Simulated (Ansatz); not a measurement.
# The perfect (5,2) C nanotube, part 4 of 4

Wanted: the relaxed geometry and the bands of the (5,2) C nanotube.

Ansatz 0.2.0; DFT PBE, plane waves, PAW; relaxation of a wire's period (the session's first sound run).

So far, band gap (eV): step 8 (At a strained period, period over the relaxed period 1.1) 0.413.

## 9. A repeat with changed settings

This step: DFT LDA, plane waves, PAW; bands of a perfect wire at the PBE geometry; changed: scf.occupations.width = null, scf.occupations.method = "tetrahedron_uncorrected", scf.mixing.preconditioner = "kerker", magnetization = {"spin_polarized": true} (Ansatz 0.2.0).

The atoms of the band run (LDA) are kept and the input is varied, to see whether the result depends on it.

input.yaml reads:

```yaml
crystal:
  lattice:
    - [11.689, 0.0, 0.0]
    - [0.0, 11.685, 0.0]
    - [0.0, 0.0, 8.8866158233]
  atoms:
    - { symbol: C, position: [0.392740716, 0.314255483, 0.999621414], spin: 0.2 }
    - { symbol: C, position: [0.714415174, 0.500035933, 0.000378601], spin: 0.2 }
    - { symbol: C, position: [0.310149506, 0.400289019, 0.038840816], spin: 0.2 }
    - { symbol: C, position: [0.508689055, 0.714321461, 0.038083097], spin: 0.2 }
    - { symbol: C, position: [0.591880624, 0.306181751, 0.076542344], spin: 0.2 }
    - { symbol: C, position: [0.621790167, 0.676560644, 0.077301878], spin: 0.2 }
    - { symbol: C, position: [0.328605734, 0.628905744, 0.115007658], spin: 0.2 }
    - { symbol: C, position: [0.474188057, 0.287061823, 0.115763145], spin: 0.2 }
    - { symbol: C, position: [0.423937291, 0.700551194, 0.154226706], spin: 0.2 }
    - { symbol: C, position: [0.711630262, 0.465542534, 0.153466185], spin: 0.2 }
    - { symbol: C, position: [0.296594787, 0.43212184, 0.19192679], spin: 0.2 }
    - { symbol: C, position: [0.660529133, 0.35777699, 0.192685222], spin: 0.2 }
    - { symbol: C, position: [0.291802973, 0.5513013, 0.231149117], spin: 0.2 }
    - { symbol: C, position: [0.648584855, 0.654672387, 0.230392574], spin: 0.2 }
    - { symbol: C, position: [0.440294927, 0.293982239, 0.268850152], spin: 0.2 }
    - { symbol: C, position: [0.708179191, 0.551362694, 0.269611494], spin: 0.2 }
    - { symbol: C, position: [0.339514459, 0.357727386, 0.308068624], spin: 0.2 }
    - { symbol: C, position: [0.457161956, 0.710174009, 0.307313168], spin: 0.2 }
    - { symbol: C, position: [0.576010426, 0.700578048, 0.346534501], spin: 0.2 }
    - { symbol: C, position: [0.635578349, 0.333804472, 0.345775895], spin: 0.2 }
    - { symbol: C, position: [0.302755483, 0.584120868, 0.384235253], spin: 0.2 }
    - { symbol: C, position: [0.525877727, 0.28707037, 0.384994838], spin: 0.2 }
    - { symbol: C, position: [0.378162921, 0.676518633, 0.423454474], spin: 0.2 }
    - { symbol: C, position: [0.713723813, 0.517205256, 0.422698245], spin: 0.2 }
    - { symbol: C, position: [0.318733395, 0.385391823, 0.461158605], spin: 0.2 }
    - { symbol: C, position: [0.68988296, 0.400339258, 0.461919203], spin: 0.2 }
    - { symbol: C, position: [0.285584826, 0.499964067, 0.500378601], spin: 0.2 }
    - { symbol: C, position: [0.607259284, 0.685744517, 0.499621414], spin: 0.2 }
    - { symbol: C, position: [0.491310945, 0.285678539, 0.538083097], spin: 0.2 }
    - { symbol: C, position: [0.689850494, 0.599710981, 0.538840816], spin: 0.2 }
    - { symbol: C, position: [0.378209833, 0.323439356, 0.577301878], spin: 0.2 }
    - { symbol: C, position: [0.408119376, 0.693818249, 0.576542344], spin: 0.2 }
    - { symbol: C, position: [0.525811943, 0.712938177, 0.615763145], spin: 0.2 }
    - { symbol: C, position: [0.671394266, 0.371094256, 0.615007658], spin: 0.2 }
    - { symbol: C, position: [0.288369738, 0.534457466, 0.653466185], spin: 0.2 }
    - { symbol: C, position: [0.576062709, 0.299448806, 0.654226706], spin: 0.2 }
    - { symbol: C, position: [0.339470867, 0.64222301, 0.692685222], spin: 0.2 }
    - { symbol: C, position: [0.703405213, 0.56787816, 0.69192679], spin: 0.2 }
    - { symbol: C, position: [0.351415145, 0.345327613, 0.730392574], spin: 0.2 }
    - { symbol: C, position: [0.708197027, 0.4486987, 0.731149117], spin: 0.2 }
    - { symbol: C, position: [0.291820809, 0.448637306, 0.769611494], spin: 0.2 }
    - { symbol: C, position: [0.559705073, 0.706017761, 0.768850152], spin: 0.2 }
    - { symbol: C, position: [0.542838044, 0.289825991, 0.807313168], spin: 0.2 }
    - { symbol: C, position: [0.660485541, 0.642272614, 0.808068624], spin: 0.2 }
    - { symbol: C, position: [0.364421651, 0.666195528, 0.845775895], spin: 0.2 }
    - { symbol: C, position: [0.423989574, 0.299421952, 0.846534501], spin: 0.2 }
    - { symbol: C, position: [0.474122273, 0.71292963, 0.884994838], spin: 0.2 }
    - { symbol: C, position: [0.697244517, 0.415879132, 0.884235253], spin: 0.2 }
    - { symbol: C, position: [0.286276187, 0.482794744, 0.922698245], spin: 0.2 }
    - { symbol: C, position: [0.621837079, 0.323481367, 0.923454474], spin: 0.2 }
    - { symbol: C, position: [0.31011704, 0.599660742, 0.961919203], spin: 0.2 }
    - { symbol: C, position: [0.681266605, 0.614608177, 0.961158605], spin: 0.2 }
kpoints:
  mp_grid: { grid: [1, 1, 7] }
  band_path: { path: ["Γ", Z], npoints: 50 }
scf:
  occupations: { method: tetrahedron_uncorrected }
  mixing: { preconditioner: kerker }
hamiltonian:
  xc: lda
magnetization:
  spin_polarized: true
```

Run with:

```sh
ansatz run input.yaml --threads 4 --pin off --max-ram 16384MiB --backend cpu --events-out ev --progress --plain --runs-dir out
```

Numbers of over 12 decimals in the logs are rounded to 6 here.

The log of the run:

```text
[...]
Crystal: 52 atoms, lattice volume = 1213.787 Å³
Basis set: ecut = 420 eV, 23837 PW (Γ)
Bands: 162, of which v1, the nominal top of the filled ones, is band 104 counted from 1 (103 counted from 0)
Symmetry: 2 space group operations
[...]
k-points: 4 of 7 (time reversal used)
[...]
Starting moments: Σ|m| = 10.4 μB on 52 of 52 sites
[...]
spin=Collinear: Kerker preconditioning applied to the charge; magnetization (m = ρ↑ − ρ↓) channel mixes plain (no charge-response kernel on spin).
SCF iter   1: F=—  HF=-12645.069360 eV  |F-HF|=—  |Δ(HF+E_count)|=         —  Δρ=4.51e-2 (↑3.59e-2 ↓4.51e-2)  dr2=7.22e1  dr2_m=9.70e-1  M=0.462 μB ∫|m|=0.570 μB  β_m=0.30  ethr=3.10e-3  ⟨swp⟩=8.1  Hψ=7079  notcnv=0  defer=196
[...]
SCF iter   7: F=—  HF=-12616.361304 eV  |F-HF|=—  |Δ(HF+E_count)|=   2.23e-1  Δρ=1.86e-3 (↑1.83e-3 ↓1.86e-3)  dr2=3.42e-1  dr2_m=1.70e-2  M=0.098 μB ∫|m|=0.123 μB  β_m=0.30  ethr=4.15e-4  ⟨swp⟩=2.0  Hψ=1394  notcnv=0  defer=398
[...]
spin-set hold released at iteration 7 (site moments contracting): the magnetisation degrees of freedom join the quasi-Newton model from the next iteration; the mixer history was flushed
SCF iter   8: F=—  HF=-12616.412522 eV  |F-HF|=—  |Δ(HF+E_count)|=   5.12e-2  Δρ=1.42e-3 (↑1.37e-3 ↓1.42e-3)  dr2=3.11e-1  dr2_m=8.96e-3  M=0.073 μB ∫|m|=0.091 μB  β_m=0.61  ethr=1.64e-4  ⟨swp⟩=1.0  Hψ=898  notcnv=0  defer=398
[...]
SCF iter  26: F=-12616.576766 eV  HF=-12616.576766 eV  |F-HF|=4.14e-9  |Δ(HF+E_count)|=   3.30e-9  Δρ=2.01e-7 (↑2.01e-7 ↓2.01e-7)  dr2=4.64e-9  dr2_m=6.48e-14  M=0.000 μB ∫|m|=0.000 μB  ethr=7.03e-12  ⟨swp⟩=1.0  Hψ=3882  notcnv=0
SCF 1 converged in 26 iterations: F = -12616.576766 eV  dr2 = 4.64e-9
[...]
WARN: the starting moments were not kept: the SCF closed with an absolute magnetisation of 5.2e-7 μB, where they sum to 10.4 μB in size (52 sites). That is at most 0.1 of that sum. Measured as dr2_m measures the in/out step, that magnetisation stands 5.6e-15 eV from none, at or under the dr2_threshold of 1.0e-7 eV: it is no larger than a step whose dr2_m would equal this threshold. The system may hold no moment; this [...]
[...]
SCF converged after 26 iterations
an eigenvalue changed by more than its tolerance at an iteration that met the thresholds in force, so the SCF went on 4 times, its first undamped step at iteration 24: the last check found none over its tolerance
Magnetization: 0.0000 μB (104.0000 up, 104.0000 down)
Absolute magnetization: 0.0000 μB (∫|ρ↑−ρ↓|, with the PAW one-centre terms)
[...]
Per-site moments (μB) at R_I (Å): [(3.159890127479036e-9, 0.585433), (5.529349271940914e-9, 0.585443), (9.574237970198204e-10, 0.585430), (2.687812368009564e-9, 0.585446), (2.8070096534544844e-10, 0.585438), (3.4619600004427107e-9, 0.585453), (4.589710732175262e-9, 0.585441), (4.239048673535791e-9, 0.585438), (2.852749771048932e-10, 0.585432), (4.08296183349176e-9, 0.585443), (-1.550155480734208e-9, 0.585430), (1.517 [...]
Free energy (F): -12616.576766 eV
[...]
Internal energy: -12616.576766 eV  (E = F + TS)
E sigma→0 (E₀):  -12616.576766 eV
Fermi energy:    -0.288250 eV
[...]
--- Band table (eV; the first three rows and the last of 8) ---
  k-point 0 ↑: bands = [... 100 lower, -1.8466, -1.8466, -1.7531, -1.7514, -0.4093, 0.5848, 0.5849, 1.2714, ... 54 higher]
  k-point 1 ↑: bands = [... 100 lower, -2.0740, -2.0428, -1.4209, -1.2168, -0.2123, 0.2623, 0.7584, 1.0526, ... 54 higher]
  k-point 2 ↑: bands = [... 100 lower, -2.2316, -1.9702, -1.0518, -0.6242, 0.2454, 0.2698, 0.2765, 0.7766, ... 54 higher]
  k-point 3 ↓: bands = [... 100 lower, -2.4464, -2.1981, -0.6491, -0.2447, -0.0368, 0.3956, 0.6586, 0.7999, ... 54 higher]
```

The job ended after 7.1 min (4 threads of Intel Xeon Platinum 8488C (Sapphire Rapids), shared host; peak memory 10 GiB).

Numbers from this step:

```yaml
band_gap: 0 eV
```

It took 7.1 min against 3.2 min for the run it varies.

The starting moments have collapsed: the run ends non-magnetic.

## 10. A repeat with changed settings

This step: DFT LDA, plane waves, PAW; bands of a perfect wire at the PBE geometry; changed: kpoints.mp_grid.grid = [1, 1, 6], scf.n_extra_bands = 2 (Ansatz 0.2.0).

The atoms of the band run (LDA) are kept and the input is varied, to see whether the result depends on it.

input.yaml reads:

```yaml
crystal:
  lattice:
    - [11.689, 0.0, 0.0]
    - [0.0, 11.685, 0.0]
    - [0.0, 0.0, 8.8866158233]
  atoms:
    - { symbol: C, position: [0.392740716, 0.314255483, 0.999621414] }
    - { symbol: C, position: [0.714415174, 0.500035933, 0.000378601] }
    - { symbol: C, position: [0.310149506, 0.400289019, 0.038840816] }
    - { symbol: C, position: [0.508689055, 0.714321461, 0.038083097] }
    - { symbol: C, position: [0.591880624, 0.306181751, 0.076542344] }
    - { symbol: C, position: [0.621790167, 0.676560644, 0.077301878] }
    - { symbol: C, position: [0.328605734, 0.628905744, 0.115007658] }
    - { symbol: C, position: [0.474188057, 0.287061823, 0.115763145] }
    - { symbol: C, position: [0.423937291, 0.700551194, 0.154226706] }
    - { symbol: C, position: [0.711630262, 0.465542534, 0.153466185] }
    - { symbol: C, position: [0.296594787, 0.43212184, 0.19192679] }
    - { symbol: C, position: [0.660529133, 0.35777699, 0.192685222] }
    - { symbol: C, position: [0.291802973, 0.5513013, 0.231149117] }
    - { symbol: C, position: [0.648584855, 0.654672387, 0.230392574] }
    - { symbol: C, position: [0.440294927, 0.293982239, 0.268850152] }
    - { symbol: C, position: [0.708179191, 0.551362694, 0.269611494] }
    - { symbol: C, position: [0.339514459, 0.357727386, 0.308068624] }
    - { symbol: C, position: [0.457161956, 0.710174009, 0.307313168] }
    - { symbol: C, position: [0.576010426, 0.700578048, 0.346534501] }
    - { symbol: C, position: [0.635578349, 0.333804472, 0.345775895] }
    - { symbol: C, position: [0.302755483, 0.584120868, 0.384235253] }
    - { symbol: C, position: [0.525877727, 0.28707037, 0.384994838] }
    - { symbol: C, position: [0.378162921, 0.676518633, 0.423454474] }
    - { symbol: C, position: [0.713723813, 0.517205256, 0.422698245] }
    - { symbol: C, position: [0.318733395, 0.385391823, 0.461158605] }
    - { symbol: C, position: [0.68988296, 0.400339258, 0.461919203] }
    - { symbol: C, position: [0.285584826, 0.499964067, 0.500378601] }
    - { symbol: C, position: [0.607259284, 0.685744517, 0.499621414] }
    - { symbol: C, position: [0.491310945, 0.285678539, 0.538083097] }
    - { symbol: C, position: [0.689850494, 0.599710981, 0.538840816] }
    - { symbol: C, position: [0.378209833, 0.323439356, 0.577301878] }
    - { symbol: C, position: [0.408119376, 0.693818249, 0.576542344] }
    - { symbol: C, position: [0.525811943, 0.712938177, 0.615763145] }
    - { symbol: C, position: [0.671394266, 0.371094256, 0.615007658] }
    - { symbol: C, position: [0.288369738, 0.534457466, 0.653466185] }
    - { symbol: C, position: [0.576062709, 0.299448806, 0.654226706] }
    - { symbol: C, position: [0.339470867, 0.64222301, 0.692685222] }
    - { symbol: C, position: [0.703405213, 0.56787816, 0.69192679] }
    - { symbol: C, position: [0.351415145, 0.345327613, 0.730392574] }
    - { symbol: C, position: [0.708197027, 0.4486987, 0.731149117] }
    - { symbol: C, position: [0.291820809, 0.448637306, 0.769611494] }
    - { symbol: C, position: [0.559705073, 0.706017761, 0.768850152] }
    - { symbol: C, position: [0.542838044, 0.289825991, 0.807313168] }
    - { symbol: C, position: [0.660485541, 0.642272614, 0.808068624] }
    - { symbol: C, position: [0.364421651, 0.666195528, 0.845775895] }
    - { symbol: C, position: [0.423989574, 0.299421952, 0.846534501] }
    - { symbol: C, position: [0.474122273, 0.71292963, 0.884994838] }
    - { symbol: C, position: [0.697244517, 0.415879132, 0.884235253] }
    - { symbol: C, position: [0.286276187, 0.482794744, 0.922698245] }
    - { symbol: C, position: [0.621837079, 0.323481367, 0.923454474] }
    - { symbol: C, position: [0.31011704, 0.599660742, 0.961919203] }
    - { symbol: C, position: [0.681266605, 0.614608177, 0.961158605] }
kpoints:
  mp_grid: { grid: [1, 1, 6] }
  band_path: { path: ["Γ", Z], npoints: 50 }
scf:
  occupations: { method: fermi_dirac, width: 0.05 }
  n_extra_bands: 2
hamiltonian:
  xc: lda
```

The log of the run:

```text
[...]
Crystal: 52 atoms, lattice volume = 1213.787 Å³
Basis set: ecut = 420 eV, 23837 PW (Γ)
Bands: 106, of which v1, the nominal top of the filled ones, is band 104 counted from 1 (103 counted from 0)
Symmetry: 2 space group operations
[...]
k-points: 4 of 6 (time reversal used)
[...]
SCF iter   1: F=—  HF=-12616.606005 eV  |F-HF|=—  |Δ(HF+E_count)|=         —  Δρ=4.62e-3  dr2=1.49e-1  ethr=1.77e-3  ⟨swp⟩=7.8  Hψ=2531  notcnv=0
[...]
SCF iter   7: F=-12616.607523 eV  HF=-12616.607523 eV  |F-HF|=2.02e-8  |Δ(HF+E_count)|=   1.03e-7  Δρ=8.07e-7  dr2=2.45e-8  ethr=4.81e-11  ⟨swp⟩=3.0  Hψ=1166  notcnv=0
SCF 1 converged in 7 iterations: F = -12616.607523 eV  dr2 = 2.45e-8
[...]
SCF converged after 7 iterations
Free energy (F): -12616.607523 eV
[...]
Internal energy: -12616.563286 eV  (E = F + TS)
E sigma→0 (E₀):  -12616.585404 eV
Entropy (-TS):   -0.044237 eV (-0.851 meV/atom)
Fermi energy:    -0.365349 eV
[...]
--- Band table (eV) ---
  k-point 0: bands = [... 100 lower, -1.8461, -1.8461, -1.7527, -1.7510, -0.4102, 0.5844]
  k-point 1: bands = [... 100 lower, -2.0867, -2.0550, -1.3616, -1.1141, -0.1492, 0.2357]
  k-point 2: bands = [... 100 lower, -2.3125, -2.0134, -0.9207, -0.4411, 0.1162, 0.3714]
  k-point 3: bands = [... 100 lower, -2.3868, -2.3868, -0.4385, -0.4385, 0.1781, 0.1781]
```

Run time: 94 s. Hardware: 4 threads; peak memory 5.2 GiB.

Residual by cycle:

cycle, log10 residual and a bar from the least value:
```
        1       -0.8 ##############################
        2       -2.2 ########################
        3       -3.5 ##################
        4       -4.9 ############
        5       -5.5 #########
        6       -6.3 ######
        7       -7.6
```

The run finished with changed settings (kpoints.mp_grid.grid = [1, 1, 6] and scf.n_extra_bands = 2); it serves as a test.

## 11. Outcome

| Property | Result |
| --- | --- |
| cell length, PBE | 8.887 Å |
| gap, period scaled by 0.97 | none |
| gap, period scaled by 1.1 | 0.413 eV |
| ballistic conductance by band crossings, a lower bound, PBE | 3 G₀ |

In words: Under PBE the cell's length is 8.89 Å, and the bands cross the Fermi level 3 times between Γ and Z, which gives a perfect wire at least 3 G₀ (opposite crossings within one step of the path cancel in such a count). Strain matters: under PBE the gap goes from 0.00 eV to 0 eV at 0.97 times the period and 0.413 eV at 1.1 times the period.

[Logs are printed without paths, hosts, clocks, repeated set-up lines and the standing remarks that a program may print on its own settings, such as how far it seeks lower states.]

[Hosts, paths, dates, database ids (printed as entryN), source tags and the programs' standing remarks are cut or masked in the printed files.]
